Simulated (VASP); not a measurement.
**VASP inputs for RbBr (zincblende)**

INCAR, step 1 (PBE orbitals to start from)

```
LCHARG = .FALSE.
LASPH = .TRUE.
LREAL = .FALSE.
LWAVE = .TRUE.
GGA = PE
EDIFF = 1E-5
PREC = Accurate
SIGMA = 0.01
ENCUT = 520
ISMEAR = 0
NBANDS = 15
NELM = 120
```

INCAR, step 2

```
NELM = 120
LASPH = .TRUE.
SIGMA = 0.01
LHFCALC = .TRUE.
AEXX = 0.25
NBANDS = 15
NSW = 0
PRECFOCK = Fast
IBRION = -1
LCHARG = .FALSE.
ISIF = 2
ALGO = Normal
LREAL = .FALSE.
ENCUT = 520
LWAVE = .FALSE.
ISTART = 1
HFSCREEN = 0.2079
GGA = PE
EDIFF = 1E-7
ISMEAR = 0
PREC = Accurate
```

KPOINTS

```
KPOINTS created by Atomic Simulation Environment
0
Gamma
4 4 4
0 0 0
```

KPOINTS_OPT

```
special points
6
Reciprocal
0.0000000000 0.0000000000 0.0000000000 1
0.5000000000 0.0000000000 0.5000000000 1
0.5000000000 0.2500000000 0.7500000000 1
0.3750000000 0.3750000000 0.7500000000 1
0.5000000000 0.5000000000 0.5000000000 1
0.6250000000 0.2500000000 0.6250000000 1
```

POSCAR

```
Rb Br
 1.0000000000000000
     0.0000000000000000    3.8694967141275005    3.8694967141275005
     3.8694967141275005    0.0000000000000000    3.8694967141275005
     3.8694967141275005    3.8694967141275005    0.0000000000000000
 Rb  Br
   1   1
Cartesian
 -0.0000000000000000  0.0000000000000000  0.0000000000000000
  1.9347483570637503  1.9347483570637503  1.9347483570637503
```

VASP ran with the recommended PBE PAW datasets (16 valence electrons in the cell).

**Question.** Predict the results.

**Answer.** gap between bands v and c 5.17 eV; least direct gap 5.26 eV; pressure 0.1 GPa.

Band v is the last that the valence electrons fill when counted band by band, and c is the next. Levels in eV from the top of v:

```json
{"point": "Γ", "v−1": "-0.09", "v": "-0.09", "c": "5.17", "c+1": "9.47"}
{"point": "X", "v−1": "0.00", "v": "0.00", "c": "7.01", "c+1": "7.87"}
{"point": "W", "v−1": "-0.14", "v": "0.00", "c": "7.16", "c+1": "7.87"}
{"point": "K", "v−1": "-0.08", "v": "-0.01", "c": "7.16", "c+1": "7.91"}
{"point": "L", "v−1": "-0.04", "v": "-0.04", "c": "7.44", "c+1": "7.59"}
```
